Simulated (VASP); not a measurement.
# Ba (P6/mmm) in VASP: notebook

One crystal, Ba, is run at these levels: LDA; tasks: single point.

Program: VASP 6.6.1. These are calculated values, not measurements. Logs are shortened: lines on timing, memory, paths and dates and some standing lists are left out, and cuts for length are marked.

### Step 1. The structure

It takes space group P6/mmm (No. 191, hexagonal). Conventional cell: a = 4.312 Å, b = 4.312 Å, c = 3.913 Å, α = 90.00°, β = 90.00°, γ = 120.00°. Ba (site symmetry 6/mmm) has 8 Ba at 3.91 to 4.31 Å as nearest neighbours.

This isn't the form of Ba at room conditions, which is bcc.

### Step 2. Single point, LDA

Input file INCAR:

```
SYSTEM = Ba
ADDGRID = .False.
ALGO = Normal
EDIFF = 1E-6
ENCUT = 900
GGA = CA
ISIF = 2
ISMEAR = -1
LASPH = .True.
LCHARG = .False.
LREAL = .False.
LWAVE = .False.
NBANDS = 11
NELM = 100
PREC = Accurate
SIGMA = 0.2
```

Input file KPOINTS:

```
k-points
0
Gamma
  4 4 4
  0 0 0
```

Input file POSCAR:

```
Ba
1.0
    4.3404360000      0.0427450000      0.0778240000
   -2.1332000000      3.6827230000     -0.0419260000
    0.0706370000     -0.0031590000      3.9204320000
Ba
1
Direct
    0.0107920000      0.0146870000     -0.0229320000
```

Potentials or basis: VASP PAW LDA potentials, release 64 (Ba_sv).

Launch:

```console
$ cat potpaw_LDA.64/Ba_sv/POTCAR > POTCAR
$ mpirun -np 1 vasp_std > vasp.out
```

OUTCAR:

```text
SYSTEM = Ba
   EDIFF = 1E-6
   ENCUT = 900
   GGA = CA
   ISIF = 2
   ISMEAR = -1
   LASPH = .True.
   LREAL = .False.
   NELM = 100
   PREC = Accurate

 Found     36 irreducible k-points:

 Following reciprocal coordinates:
            Coordinates               Weight
  0.000000  0.000000  0.000000      1.000000
  0.250000 -0.000000  0.000000      2.000000
  0.500000 -0.000000  0.000000      1.000000
 -0.000000  0.250000  0.000000      2.000000
  0.250000  0.250000 -0.000000      2.000000
  0.500000  0.250000  0.000000      2.000000
   k-points           NKPTS =     36   k-points in BZ     NKDIM =     36   number of bands    NBANDS=     11
   number of dos      NEDOS =    301   number of ions     NIONS =      1
   total plane-waves  NPLWV =  70560
   dimension x,y,z NGX =    42 NGY =   42 NGZ =   40
   dimension x,y,z NGXF=    84 NGYF=   84 NGZF=   80
   ions per type =               1
   NGX,Y,Z   is equivalent  to a cutoff of  16.08, 16.41, 16.96 a.u.
   NGXF,Y,Z  is equivalent  to a cutoff of  32.17, 32.81, 33.92 a.u.
 SYSTEM =  Ba
   PREC   = accura    normal or accurate (medium, high low for compatibility)
   ISTART =      0    job   : 0-new  1-cont  2-samecut
   ICHARG =      2    charge: 1-file 2-atom 10-const
   ISPIN  =      1    spin polarized calculation?
   LNONCOLLINEAR =      F non collinear calculations
   LSORBIT =      F    spin-orbit coupling
   LASPH  =      T    aspherical Exc in radial PAW
   ENCUT  =  900.0 eV  66.15 Ry    8.13 a.u.  10.62 10.41  9.59*2*pi/ulx,y,z
   NELM   =    100;   NELMIN=  2; NELMDL= -5     # of ELM steps
   EDIFF  = 0.1E-05   stopping-criterion for ELM
   LREAL  =      F    real-space projection
   EDIFFG = 0.1E-04   stopping-criterion for IOM
   NSW    =      0    number of steps for IOM
   IBRION =     -1    ionic relax: 0-MD 1-quasi-New 2-CG
   NFREE  =      0    steps in history (QN), initial steepest desc. (CG)
   ISIF   =      2    stress and relaxation
   ISYM   =      2    0-nonsym 1-usesym 2-fastsym
   POTIM  = 0.5000    time-step for ionic-motion
   TEBEG  =    0.0;   TEEND  =   0.0 temperature during run
   PSTRESS=    0.0 pullay stress
   NELECT =      10.0000    total number of electrons
   NUPDOWN=      -1.0000    fix difference up-down
   EMIN   =  10.00;   EMAX   =-10.00  energy-range for DOS
   EFERMI =   0.00;   METHOD = LEGACY
   ISMEAR =    -1;   SIGMA  =   0.20  broadening in eV -4-tet -1-fermi 0-gaus
   EFERMI_NEDOS =   21; number of points for ismear=-14 and -15
   IALGO  =     38    algorithm
   IMIX   =      4    mixing-type and parameters
     AMIX     =   0.40;   BMIX     =  1.00
     AMIX_MAG =   1.60;   BMIX_MAG =  1.00
  volume/ion in A,a.u.               =      63.00       425.17
  Fermi-wavevector in a.u.,A,eV,Ry     =   0.886379  1.675014 10.689661  0.785668
  Thomas-Fermi vector in A             =   2.007537
   LORBIT       =      0    0 simple, 1 ext, 2 COOP (PROOUT), +10 PAW based schemes
   GGA     = CA    functional components
   LHFCALC =     F    Hartree Fock is set to
   AEXX    =    0.0000 exact exchange contribution
   IVDW    =     0    specifies the selected vdW correction
   LEPSILON=     F    determine dielectric tensor
   LRPA    =     F    only Hartree local field effects (RPA)
 non-spin polarized calculation
  energy-cutoff  :      900.00
  volume of cell :       63.00
 maximum number of plane-waves:      3883
   NGX = 21   NGY = 21   NGZ = 19

 number of electron      10.0000000 magnetization

 Free energy of the ion-electron system (eV)
  ---------------------------------------------------
  ext. energy  EPLUGINS =         0.00000000
  ---------------------------------------------------
  free energy    TOTEN  =        -2.13223551 eV

  energy without entropy =       -1.87362799  energy(sigma->0) =       -2.00293175

 E-fermi :   1.3771     XC(G=0):  -7.5963

 val. band max:        1.3034195570   @ k =  -0.2500   0.5000   0.2500
 cond. band min:       1.3830043717   @ k =   0.5000  -0.0000   0.2500
 fundamental gap:      0.0795848147
 Fermi energy:         1.3770915931

 k-point     1 :       0.0000    0.0000    0.0000
  band No.  band energies     occupation
      1     -27.5252      2.00000
      2     -12.4828      2.00000
      3     -12.4644      2.00000
      4     -12.3604      2.00000
      5      -1.2706      2.00000
      6       1.4862      0.73372
      7       2.9684      0.00070
      8       3.2414      0.00018
      9       6.2494      0.00000
     10       6.3182      0.00000
     11       7.5431      0.00000

 k-point     2 :       0.2500   -0.0000    0.0000
  band No.  band energies     occupation
      1     -27.5052      2.00000
      2     -12.7340      2.00000
      3     -12.5177      2.00000
      4     -12.3356      2.00000
      5      -0.3724      1.99968
      6       1.7417      0.27813
      7       2.2362      0.02689
      8       4.2379      0.00000
      9       5.0680      0.00000
     10       6.1135      0.00000
     11       8.1502      0.00000

 k-point     3 :       0.5000   -0.0000    0.0000
  band No.  band energies     occupation
      1     -27.4851      2.00000
      2     -12.9677      2.00000
      3     -12.5698      2.00000
      4     -12.3104      2.00000
      5       0.4504      1.98074
      6       1.7610      0.25577
      7       2.4248      0.01056
      8       4.3801      0.00000
      9       5.9286      0.00000
     10       6.1810      0.00000
     11       7.2888      0.00000

 k-point     4 :      -0.0000    0.2500    0.0000
  band No.  band energies     occupation
      1     -27.5025      2.00000
      2     -12.7375      2.00000
      3     -12.5424      2.00000
      4     -12.3324      2.00000
      5      -0.3337      1.99961
      6       1.7682      0.24795
      7       2.3031      0.01932
      8       4.0843      0.00000
      9       5.0698      0.00000
     10       6.0185      0.00000
     11       8.2869      0.00000

 k-point     5 :       0.2500    0.2500   -0.0000
  band No.  band energies     occupation
      1     -27.4824      2.00000
      2     -12.8776      2.00000
      3     -12.6968      2.00000
      4     -12.3073      2.00000
      5       0.9448      1.79348
      6       1.7052      0.32485
      7       2.1395      0.04324
      8       4.6558      0.00000
      9       5.3610      0.00000
     10       5.6714      0.00000
     11       6.7785      0.00000

 k-point     6 :       0.5000    0.2500    0.0000
  band No.  band energies     occupation
      1     -27.4827      2.00000
      2     -12.8733      2.00000
      3     -12.6982      2.00000
      4     -12.3078      2.00000
      5       0.9371      1.80051
      6       1.7140      0.31294
      7       2.1331      0.04464
      8       4.6753      0.00000
      9       5.3620      0.00000
     10       5.6735      0.00000
     11       6.7435      0.00000

 [... further k-points ...]

------------------------ aborting loop because EDIFF is reached ----------------------------------------

  FORCE on cell =-STRESS in cart. coord.  units (eV):
  Direction    XX          YY          ZZ          XY          YZ          ZX
  --------------------------------------------------------------------------------------
  -------------------------------------------------------------------------------------
  Total       -0.5265031     -0.4548953     -0.2651004     -0.0508553     -0.0037291      0.0548493
  in kB      -13.3889213    -11.5679422     -6.7414753     -1.2932464     -0.0948295      1.3948110
  external PRESSURE =     -10.5661129 kB  Pullay stress =       0.0000000 kB

 VOLUME and BASIS-vectors are now :
 -----------------------------------------------------------------------------
  energy-cutoff  :      900.00
  volume of cell :       63.00
      direct lattice vectors                 reciprocal lattice vectors
     4.340436000  0.042745000  0.077824000     0.229156949  0.132692299 -0.004021951
    -2.133200000  3.682723000 -0.041926000    -0.002663728  0.269998278  0.000265553
     0.070637000 -0.003159000  3.920432000    -0.004577452  0.000253366  0.255156610

 POSITION                                       TOTAL-FORCE (eV/Angst)
 -----------------------------------------------------------------------------------
      0.08453      0.05146      3.83075         0.000000      0.000000      0.000000
 -----------------------------------------------------------------------------------
    total drift:                               -0.000000      0.000001     -0.000001

  FREE ENERGIE OF THE ION-ELECTRON SYSTEM (eV)
  ---------------------------------------------------
  free  energy   TOTEN  =        -2.1322355119 eV

  energy  without entropy=       -1.8736279895  energy(sigma->0) =       -2.00293175
```

It took 19 s on 1 thread of Intel Xeon 6975P-C (Granite Rapids), shared host; peak memory 0.23 GiB.

The run converged, but some of its settings lie outside the range that counts as converged, so its numbers aren't taken as properties of the crystal.

Results:

```yaml
Free_energy: -2.1322 eV
Pressure: -1.1 GPa
```

Caveat: the k mesh is coarse (spacing up to 0.42 Å⁻¹), so the values aren't converged; the mesh shows a gap though the element is a metal.

### Step 3. Single point, LDA

Changes to INCAR since step 2:

```diff
@@ -4,3 +4,3 @@
 EDIFF = 1E-6
-ENCUT = 900
+ENCUT = 250
 GGA = CA
```

Input file KPOINTS:

```
k-points
0
Gamma
  10 10 10
  0 0 0
```

Input file POSCAR:

```
Ba
1.0
    4.3116136979      0.0000000000      0.0000000000
   -2.1558068490      3.7339669937      0.0000000000
    0.0000000000      0.0000000000      3.9134133000
Ba
1
Direct
    0.0000000000      0.0000000000      0.0000000000
```

Potentials or basis: VASP PAW LDA potentials, release 64 (Ba_sv).

Launch:

```console
$ cat potpaw_LDA.64/Ba_sv/POTCAR > POTCAR
$ mpirun -np 1 vasp_std > vasp.out
```

OUTCAR:

```text
SYSTEM = Ba
   EDIFF = 1E-6
   ENCUT = 250
   GGA = CA
   ISIF = 2
   ISMEAR = -1
   LASPH = .True.
   LREAL = .False.
   NELM = 100
   PREC = Accurate

 Found     84 irreducible k-points:

 Following reciprocal coordinates:
            Coordinates               Weight
  0.000000  0.000000  0.000000      1.000000
  0.100000  0.000000  0.000000      6.000000
  0.200000  0.000000  0.000000      6.000000
  0.300000  0.000000  0.000000      6.000000
  0.400000  0.000000  0.000000      6.000000
  0.500000  0.000000  0.000000      3.000000
   k-points           NKPTS =     84   k-points in BZ     NKDIM =     84   number of bands    NBANDS=     11
   number of dos      NEDOS =    301   number of ions     NIONS =      1
   total plane-waves  NPLWV =  11520
   dimension x,y,z NGX =    24 NGY =   24 NGZ =   20
   dimension x,y,z NGXF=    48 NGYF=   48 NGZF=   40
   ions per type =               1
   NGX,Y,Z   is equivalent  to a cutoff of   9.25,  9.25,  8.50 a.u.
   NGXF,Y,Z  is equivalent  to a cutoff of  18.51, 18.51, 16.99 a.u.
 SYSTEM =  Ba
   PREC   = accura    normal or accurate (medium, high low for compatibility)
   ISTART =      0    job   : 0-new  1-cont  2-samecut
   ICHARG =      2    charge: 1-file 2-atom 10-const
   ISPIN  =      1    spin polarized calculation?
   LNONCOLLINEAR =      F non collinear calculations
   LSORBIT =      F    spin-orbit coupling
[... 66 lines left out ...]
      6       1.4679      0.80876
      7       3.1005      0.00039
      8       3.1005      0.00039
      9       6.2940      0.00000
     10       6.2940      0.00000
     11       7.5391      0.00000
[... 57 lines left out ...]
 k-point     6 :       0.5000    0.0000    0.0000
  band No.  band energies     occupation
      1     -27.4932      2.00000
      2     -12.9825      2.00000
      3     -12.5985      2.00000
      4     -12.3216      2.00000
      5       0.4706      1.98008
      6       1.7584      0.27408
      7       2.4879      0.00824
      8       4.3707      0.00000
      9       5.8694      0.00000
     10       6.2043      0.00000
     11       7.3503      0.00000

 [... further k-points ...]

------------------------ aborting loop because EDIFF is reached ----------------------------------------

  FORCE on cell =-STRESS in cart. coord.  units (eV):
  Direction    XX          YY          ZZ          XY          YZ          ZX
  --------------------------------------------------------------------------------------
  -------------------------------------------------------------------------------------
  Total       -0.5829872     -0.5829872     -0.2282752      0.0000000      0.0000000      0.0000000
  in kB      -14.8253021    -14.8253021     -5.8050129      0.0000000      0.0000000      0.0000000
  external PRESSURE =     -11.8185390 kB  Pullay stress =       0.0000000 kB

 VOLUME and BASIS-vectors are now :
 -----------------------------------------------------------------------------
  energy-cutoff  :      250.00
  volume of cell :       63.00
      direct lattice vectors                 reciprocal lattice vectors
     4.311613698  0.000000000  0.000000000     0.231931724  0.133905844  0.000000000
    -2.155806849  3.733966994  0.000000000     0.000000000  0.267811687  0.000000000
     0.000000000  0.000000000  3.913413300     0.000000000  0.000000000  0.255531405

 POSITION                                       TOTAL-FORCE (eV/Angst)
 -----------------------------------------------------------------------------------
      0.00000      0.00000      0.00000         0.000000      0.000000      0.000000
 -----------------------------------------------------------------------------------
    total drift:                                0.000000      0.000000      0.000000

  FREE ENERGIE OF THE ION-ELECTRON SYSTEM (eV)
  ---------------------------------------------------
  free  energy   TOTEN  =        -2.1409053653 eV

  energy  without entropy=       -1.9066946530  energy(sigma->0) =       -2.02380001
```

stdout:

```text
POSCAR found type information on POSCAR Ba
 POSCAR found :  1 types and       1 ions
 scaLAPACK will be used
 LDA part: xc-table for (Slater(with rela. corr.)+CA(PZ))
 , standard interpolation
 POSCAR, INCAR and KPOINTS ok, starting setup
 FFT: planning ... GRIDC
 FFT: planning ... GRID_SOFT
 FFT: planning ... GRID
 WAVECAR not read
 entering main loop
```

Run time: 4.4 s. Hardware: 1 thread of Intel Xeon 6975P-C (Granite Rapids), shared host; peak memory 0.13 GiB.

The run converged, but some of its settings lie outside the range that counts as converged, so its numbers aren't taken as properties of the crystal.

Results:

* Free energy: -2.1409 eV
* Pressure: -1.2 GPa
* Band gap on the k mesh: none (metal or under the smearing width)

### Step 4. The reference run

An earlier run on the cell as given: functional PBE; potentials or basis VASP PAW PBE potentials, release 64 (Ba_sv); cutoff 520 eV; k mesh 7 × 7 × 7; occupations fermi-dirac, width 0.05 eV; no spin polarisation.

* Pressure: -0.1 GPa
* Band gap on the k mesh: none (metal or under the smearing width)
